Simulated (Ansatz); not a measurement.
# Contact densities of Cd against volume

```xyz
2
Lattice="2.9585 0.0000 0.0000 -1.4792 2.5621 0.0000 0.0000 0.0000 5.8859" Properties=species:S:1:pos:R:3 pbc="T T T"
Cd    0.0000    1.7081    1.4715
Cd    1.4792    0.8540    4.4144
```

Atom numbers follow the list: Cd1, Cd2.

Structure from Materials Project entry mp-94 (possibly hypothetical), not relaxed further.

Level of theory: Ansatz 0.2.0, DFT, PBEsol, all-electron PAW with datasets made for the crystal, scalar-relativistic.

The runs use a Γ-centred 14×14×6 k mesh, Fermi–Dirac smearing of 0.03 eV, cutoff 260 eV (chosen by the program for this cell), no spin polarisation.

The contact density is the mean electron density over the nuclear volume; its changes follow the s electrons' response to bonding and compression. Changes below are taken from the unscaled cell, where it is 1.03439e+06 e/Å³ at Cd1.

```tsv
V/V(cell)	P (GPa)	Δρ(0) Cd1 (e/Å³)
0.9405	1.3	?
1.0000	-2.2	0.00
1.0600	-4.5	?
```

(1) Fill in "Δρ(0) Cd1 (e/Å³)" for the row "0.9405".

(2) Give the missing entry: row "1.0600", column "Δρ(0) Cd1 (e/Å³)".

The datasets are made afresh for each cell, so very small changes are uncertain.

## Answers

(1) 0.07.

(2) 1.23.
